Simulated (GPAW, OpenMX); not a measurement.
# MnS: programs and potentials compared

```
Mn S
1.0
     0.00000    2.60450    2.60450
     2.60450    0.00000    2.60450
     2.60450    2.60450    0.00000
Mn S
1 1
Direct
  0.00000 0.00000 0.00000
  0.50000 0.50000 0.50000
```

Alike in all runs: task band structure; functional PBE; k mesh 7 × 7 × 7; occupations fermi-dirac, width 0.05 eV; collinear spin, ferromagnetic start; no spin-orbit coupling. The measured crystal is an antiferromagnetic insulator; the state found here is the runs' own. Pressure is positive in compression and, in plane waves, holds the error of the finite cutoff.

```tsv
program and potentials	plane-wave cutoff (eV)	notes	band gap (eV)	pressure (GPa)	net moment per atom (μB)
OpenMX, OpenMX 2013 PBE set, Mn6.0-s3p2d2, S7.0-s2p2d1f1, grid cutoff 400 Ry	-	atomic basis; 10.5 valence electrons an atom on average	no gap	-1.79	2.35
GPAW, GPAW PAW data sets (gpaw-data 1.2.1), newer versions	600	10.5 valence electrons an atom on average	no gap	-4.12	2.35
GPAW, GPAW PAW data sets (gpaw-data 1.2.1)	600	10.5 valence electrons an atom on average	no gap	-3.29	2.34
GPAW, GPAW PAW data sets (gpaw-data 1.2.1), other valence	600	6.5 valence electrons an atom on average	no gap	-3.37	2.34
```

None finds a gap. The pressure spans -4.12 (GPAW, GPAW PAW data sets (gpaw-data 1.2.1), newer versions) to -1.79 GPa (OpenMX, OpenMX 2013 PBE set, Mn6.0-s3p2d2, S7.0-s2p2d1f1, grid cutoff 400 Ry). The net moment per atom spans 2.34 (GPAW, GPAW PAW data sets (gpaw-data 1.2.1)) to 2.35 μB (OpenMX, OpenMX 2013 PBE set, Mn6.0-s3p2d2, S7.0-s2p2d1f1, grid cutoff 400 Ry). The state is the one that the start led to, which needn't be the lowest. Rows in atomic bases carry the error of their basis and grid, which can be large.

Differences between rows come from potentials, basis sets and numerical settings, since the functional is the same but for its coding. Runs on potential files found faulty are left out.
